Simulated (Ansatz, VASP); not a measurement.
AlN in VASP and in Ansatz

```xyz
2
Lattice="0.0000 1.9846 1.9846 1.9846 0.0000 1.9846 1.9846 1.9846 0.0000" Properties=species:S:1:pos:R:3 pbc="T T T"
Al    0.0000    0.0000    0.0000
N     1.9846    1.9846    1.9846
```

Change from the starting cell: volume scaled by 1.01, crystal datasets.

Alike in both runs: task electric field gradients; functional PBE; k mesh 10 × 10 × 10; occupations fermi-dirac, width 0.02 eV; no spin polarisation.

|  | VASP | Ansatz |
| --- | --- | --- |
| version | VASP 6.6.1 | Ansatz 0.2.0 |
| potentials or method | VASP PAW PBE potentials, release 64 (Al, N), cutoff 520 eV | all-electron PAW with datasets made for the crystal, scalar-relativistic |

VASP gave:

- gap on the k mesh at the Fermi level (eV): 5.16
- pressure (GPa): 21.8
- Vzz of the field gradient on the site that differs most (V/Å²): 0.0

Task: Which values does Ansatz return?

Result: gap on the k mesh at the Fermi level (eV): 5.17; pressure (GPa): 22.1; Vzz of the field gradient on the site that differs most (V/Å²): 0.0.

Ansatz ran all-electron here, so the differences hold the error of VASP's frozen core and of both bases.

Caveats: so large a pressure means that the cell lies far from this level's equilibrium, or that cutoff or potentials fall short (VASP). A k mesh can miss the band edges.
